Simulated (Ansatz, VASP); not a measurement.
# One calculation of InAs, two programs

```
In As
1.0
     0.00000    3.14048    3.14048
     3.14048    0.00000    3.14048
     3.14048    3.14048    0.00000
In As
1 1
Cartesian
  0.0000 0.0000 0.0000
  4.7107 4.7107 4.7107
```

Alike in both runs: task single point; functional r2SCAN; k mesh 12 × 12 × 12; occupations gaussian, width 0.1 eV; no spin polarisation.

|  | VASP | Ansatz |
| --- | --- | --- |
| version | VASP 6.6.1 | Ansatz 0.2.0 |
| potentials or method | VASP PAW PBE potentials, release 64 (In_d, As) | scalar-relativistic, plane waves, PAW |
| plane-wave cutoff (eV) | 520 | 500 |
| valence electrons in the cell | 18 | 28 |

|  | VASP | Ansatz | Ansatz less VASP |
| --- | --- | --- | --- |
| gap on the k mesh at the Fermi level (eV) | none | none | - |
| pressure (GPa) | -3.9 | -3.9 | +0.01 |

A gap of «none» marks a metal or a gap that the smearing closes. With one functional, cell and mesh, what is left measures potentials, basis and numerics. The two sets of potentials don't hold the same shells in valence.

Caveats: the PAW data sets were made with another functional, which shifts forces and pressure a little (VASP).
